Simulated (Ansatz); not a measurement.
# Step by step: BaF2, 20 steps of 3.0 fs from 300 K

Level of theory: Ansatz 0.2.0, DFT, PBEsol, all-electron LAPW, scalar-relativistic.

Command: `ansatz run input.yaml --threads 2 --pin off --max-ram 6144MiB --backend cpu --events-out ev --progress --plain --runs-dir out` The run took 3.8 min on 2 threads of Arm Neoverse V2 (shared host), peak memory 0.39 GiB.

```yaml
crystal:
  lattice:
    - [0.0, 3.10005, 3.10005]
    - [3.10005, 0.0, 3.10005]
    - [3.10005, 3.10005, 0.0]
  atoms:
    - { symbol: Ba, position: [0.0, 0.0, 0.0] }
    - { symbol: F, position: [0.25, 0.25, 0.25] }
    - { symbol: F, position: [0.75, 0.75, 0.75] }
kpoints:
  mp_grid: { grid: [5, 5, 5] }
scf:
  occupations: { method: fermi_dirac, width: 0.08 }
hamiltonian:
  xc: pbesol
  pseudopotentials: { kind: all_electron, lapw: { basis_error: 0.001 } }
output:
  forces: true
  stress: true
md:
  timestep: 3.0
  n_steps: 20
  ensemble: nvt_langevin
  temperature: 300
  initial_velocities: maxwell_boltzmann
  seed: 589375
```

No spin–orbit coupling, which matters for the heavy atoms here.

The geometry is COD entry 9009004, unchecked; take it as a test cell.

Each frame lists Cartesian positions (Å) and forces (eV/Å). Free energies count from the first step, -226713.2366 eV.

Step 0 (t = 0.0 fs): E = 0.0 meV, T = 200 K

```
Ba    0.0000    0.0000    0.0000     0.000   0.000   0.000
F     1.5500    1.5500    1.5500     0.000   0.000   0.000
F     4.6501    4.6501    4.6501     0.000   0.000   0.000
```

Step 1 (t = 3.0 fs): E = +0.6 meV, T = 127 K

```
Ba   -0.0029    0.0007    0.0025     0.037  -0.011  -0.038
F     1.5560    1.5459    1.5395    -0.005   0.009   0.019
F     4.6633    4.6484    4.6396    -0.032   0.002   0.019
```

Step 2 (t = 6.0 fs): E = +1.8 meV, T = 107 K

```
Ba   -0.0052    0.0011    0.0037     0.067  -0.018  -0.072
F     1.5624    1.5423    1.5303    -0.014   0.018   0.032
F     4.6729    4.6488    4.6284    -0.053   0.001   0.040
```

Step 3 (t = 9.0 fs): E = +3.8 meV, T = 152 K

```
Ba   -0.0067    0.0019    0.0037     0.096  -0.027  -0.100
F     1.5710    1.5362    1.5182    -0.026   0.034   0.052
F     4.6825    4.6507    4.6202    -0.071  -0.006   0.048
```

Step 4 (t = 12.0 fs): E = +6.5 meV, T = 124 K

```
Ba   -0.0088    0.0024    0.0034     0.130  -0.032  -0.119
F     1.5800    1.5289    1.5069    -0.036   0.054   0.075
F     4.6943    4.6552    4.6163    -0.094  -0.022   0.045
```

Step 5 (t = 15.0 fs): E = +9.7 meV, T = 101 K

```
Ba   -0.0119    0.0021    0.0029     0.160  -0.029  -0.134
F     1.5866    1.5236    1.4966    -0.045   0.068   0.095
F     4.7039    4.6609    4.6128    -0.115  -0.039   0.039
```

Step 6 (t = 18.0 fs): E = +13.1 meV, T = 117 K

```
Ba   -0.0150    0.0011    0.0014     0.188  -0.023  -0.148
F     1.5936    1.5196    1.4857    -0.057   0.077   0.113
F     4.7114    4.6658    4.6079    -0.131  -0.054   0.035
```

Step 7 (t = 21.0 fs): E = +16.8 meV, T = 122 K

```
Ba   -0.0166    0.0001   -0.0008     0.210  -0.013  -0.166
F     1.5989    1.5178    1.4731    -0.062   0.079   0.135
F     4.7199    4.6706    4.6016    -0.148  -0.066   0.032
```

Step 8 (t = 24.0 fs): E = +20.4 meV, T = 119 K

```
Ba   -0.0168   -0.0006   -0.0033     0.221  -0.002  -0.190
F     1.5995    1.5187    1.4574    -0.055   0.076   0.165
F     4.7276    4.6751    4.5948    -0.166  -0.073   0.025
```

Step 9 (t = 27.0 fs): E = +23.8 meV, T = 107 K

```
Ba   -0.0170   -0.0011   -0.0058     0.220   0.008  -0.214
F     1.5977    1.5189    1.4407    -0.046   0.075   0.199
F     4.7305    4.6792    4.5892    -0.174  -0.082   0.015
```

Step 10 (t = 30.0 fs): E = +28.0 meV, T = 127 K

```
Ba   -0.0174   -0.0018   -0.0081     0.220   0.012  -0.241
F     1.5960    1.5175    1.4232    -0.036   0.076   0.235
F     4.7337    4.6814    4.5834    -0.184  -0.088   0.005
```

Step 11 (t = 33.0 fs): E = +33.2 meV, T = 135 K

```
Ba   -0.0183   -0.0025   -0.0112     0.230   0.014  -0.265
F     1.5952    1.5164    1.4055    -0.027   0.073   0.272
F     4.7402    4.6810    4.5787    -0.203  -0.087  -0.007
```

Step 12 (t = 36.0 fs): E = +38.6 meV, T = 136 K

```
Ba   -0.0189   -0.0033   -0.0153     0.236   0.013  -0.280
F     1.5940    1.5128    1.3893    -0.013   0.079   0.304
F     4.7469    4.6817    4.5750    -0.223  -0.092  -0.024
```

Step 13 (t = 39.0 fs): E = +43.2 meV, T = 123 K

```
Ba   -0.0183   -0.0048   -0.0197     0.230   0.013  -0.286
F     1.5931    1.5054    1.3755     0.000   0.099   0.329
F     4.7498    4.6849    4.5728    -0.231  -0.112  -0.044
```

Step 14 (t = 42.0 fs): E = +46.7 meV, T = 153 K

```
Ba   -0.0165   -0.0075   -0.0245     0.219   0.024  -0.279
F     1.5947    1.4979    1.3635     0.003   0.118   0.355
F     4.7482    4.6890    4.5757    -0.222  -0.141  -0.076
```

Step 15 (t = 45.0 fs): E = +49.6 meV, T = 143 K

```
Ba   -0.0141   -0.0107   -0.0296     0.208   0.035  -0.262
F     1.5972    1.4904    1.3546     0.004   0.135   0.377
F     4.7454    4.6915    4.5826    -0.212  -0.170  -0.116
```

Step 16 (t = 48.0 fs): E = +51.1 meV, T = 150 K

```
Ba   -0.0121   -0.0137   -0.0352     0.200   0.039  -0.236
F     1.5991    1.4829    1.3499     0.004   0.149   0.391
F     4.7428    4.6896    4.5922    -0.205  -0.187  -0.155
```

Step 17 (t = 51.0 fs): E = +50.9 meV, T = 196 K

```
Ba   -0.0109   -0.0162   -0.0415     0.193   0.033  -0.200
F     1.5992    1.4758    1.3497     0.006   0.160   0.394
F     4.7388    4.6833    4.6041    -0.198  -0.193  -0.194
```

Step 18 (t = 54.0 fs): E = +49.7 meV, T = 269 K

```
Ba   -0.0099   -0.0183   -0.0487     0.176   0.015  -0.158
F     1.5962    1.4655    1.3532     0.013   0.181   0.387
F     4.7325    4.6748    4.6167    -0.189  -0.195  -0.230
```

Step 19 (t = 57.0 fs): E = +48.7 meV, T = 235 K

```
Ba   -0.0087   -0.0200   -0.0563     0.154  -0.012  -0.114
F     1.5916    1.4529    1.3587     0.026   0.210   0.373
F     4.7261    4.6663    4.6277    -0.180  -0.198  -0.259
```

Step 20 (t = 60.0 fs): E = +47.1 meV, T = 306 K

```
Ba   -0.0074   -0.0219   -0.0641     0.137  -0.037  -0.065
F     1.5876    1.4410    1.3684     0.032   0.236   0.348
F     4.7196    4.6581    4.6379    -0.168  -0.199  -0.283
```

Problem. What is the mean temperature over the last 11 frames?

Solution. 179 K; so short a run of so small a cell isn't equilibrated.
